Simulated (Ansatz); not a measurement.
# Yb: single point with PBE

Crystal: Yb.

```
CELL_PARAMETERS angstrom
3.87990 0.00000 0.00000
-1.93995 3.36009 0.00000
0.00000 0.00000 6.38590
ATOMIC_POSITIONS crystal
Yb 0.66667 0.33333 0.75000
Yb 0.33333 0.66667 0.25000
```

This isn't the form of Yb at room conditions, which is fcc.

| Item | Value |
| --- | --- |
| Program | Ansatz 0.2.0 |
| Task | single point |
| Functional | PBE |
| Potentials or basis | Ansatz PAW |
| Cutoff | 420 eV (not typed: the program's choice for these potentials) |
| k mesh | 8 × 8 × 4 |
| Occupations | fermi-dirac, width 0.05 eV |
| Spin | collinear spin, random start |
| Starting moments | [0.41, -0.23] μB |

```
Pressure               : -2.2 GPa
Band gap on the k mesh : none (metal or under the smearing width)
Net moment             : 0.00 μB per cell
Absolute moment        : 0.00 μB per cell
```

Stress tensor (GPa, compression positive):
```
-2.19  0.00  0.00
 0.00 -2.19  0.00
 0.00  0.00 -2.11
```

Levels at points of the mesh, in eV from the Fermi level:
Spin up:
| k point | band 20 | band 21 | band 22 | band 23 | band 24 | band 25 | band 26 | band 27 | band 28 | band 29 |
| --- | --- | --- | --- | --- | --- | --- | --- | --- | --- | --- |
| (0.00, 0.00, 0.00) | -0.34 | -0.32 | -0.32 | -0.30 | -0.30 | 0.09 | 2.67 | 2.72 | 2.72 | 3.22 |
| (0.00, 0.00, -0.50) | -0.31 | -0.31 | -0.31 | -0.30 | -0.30 | 1.47 | 1.47 | 2.71 | 2.71 | 2.71 |
| (0.00, -0.50, 0.00) | -0.33 | -0.32 | -0.31 | -0.30 | -0.29 | 0.05 | 0.24 | 1.55 | 2.19 | 2.60 |
| (0.00, -0.50, -0.50) | -0.34 | -0.32 | -0.32 | -0.31 | -0.31 | 0.30 | 0.30 | 1.55 | 1.55 | 3.61 |
Spin down:
```tsv
k point	band 22	band 23	band 24	band 25	band 26	band 27
(0.00, 0.00, 0.00)	-0.32	-0.30	-0.30	0.09	2.67	2.72
(0.00, 0.00, -0.50)	-0.31	-0.30	-0.30	1.47	1.47	2.71
(0.00, -0.50, 0.00)	-0.31	-0.30	-0.29	0.05	0.24	1.55
(0.00, -0.50, -0.50)	-0.32	-0.31	-0.31	0.30	0.30	1.55
```

It took 36 s on 2 threads of Arm Neoverse V1, on a shared host, peak memory 0.45 GiB.

Caveat: spin-orbit coupling is left out, which moves the levels of the heavy elements; the starting moments weren't kept. The state reached can hang on the start; a lower one may exist.
